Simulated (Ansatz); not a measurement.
Runs of Ansatz 0.2.0 on CuO (Tenorite). Symmetry: C2/c, No. 15, monoclinic system. The conventional cell has a = 4.684 Å, b = 3.423 Å, c = 5.129 Å, α = 90.00°, β = 99.54°, γ = 90.00°. Cu (site symmetry -1) is surrounded by 4 O at 1.95 to 1.96 Å. O (site symmetry 2) is surrounded by 4 Cu at 1.95 to 1.96 Å. 

```csv
level,U,cutoff (eV),hubbard projectors,double counting,gap on the mesh (eV),pressure (GPa),relaxed volume (Å³/atom)
r2SCAN+U,Cu d U = 4 eV,500,ortho-atomic (the default),fll (the default),none,0.0,10.85
PBEsol,-,420,-,-,none,0.0,(b)
r2SCAN+U,Cu d U = 3 eV,500,ortho-atomic (the default),fll (the default),none,0.0,10.82
r2SCAN+U,Cu d U = 2 eV,500,ortho-atomic (the default),fll (the default),none,0.0,(a)
r2SCAN+U,Cu d U = 1 eV,500,ortho-atomic (the default),fll (the default),none,0.0,10.76
```

Alike in all rows: task relaxation of cell and atoms; potentials or basis Ansatz PAW; no spin polarisation; cell relaxed; k mesh 10 × 10 × 5; smearing fermi-dirac 0.05 eV.

Task: Fill in the values left out.

Result: (a) 10.79; (b) 10.67.

Caveats: the plane-wave basis is chosen anew once the cell has moved, so the energies of steps on either side of that aren't comparable; the run has no spin polarisation, though such a crystal can be magnetic; the PAW data sets come from PBE, with cores solved anew for the run's functional, which leaves a small shift of forces and pressure; U without spin polarisation on a metal has little footing (some runs); semilocal functionals often make such compounds metallic where correlation or magnetic order opens a gap, which also shifts bond lengths (some runs).

A gap of «none» marks a metal or a gap under the smearing width.

Runs at the PBE level aren't shown here.
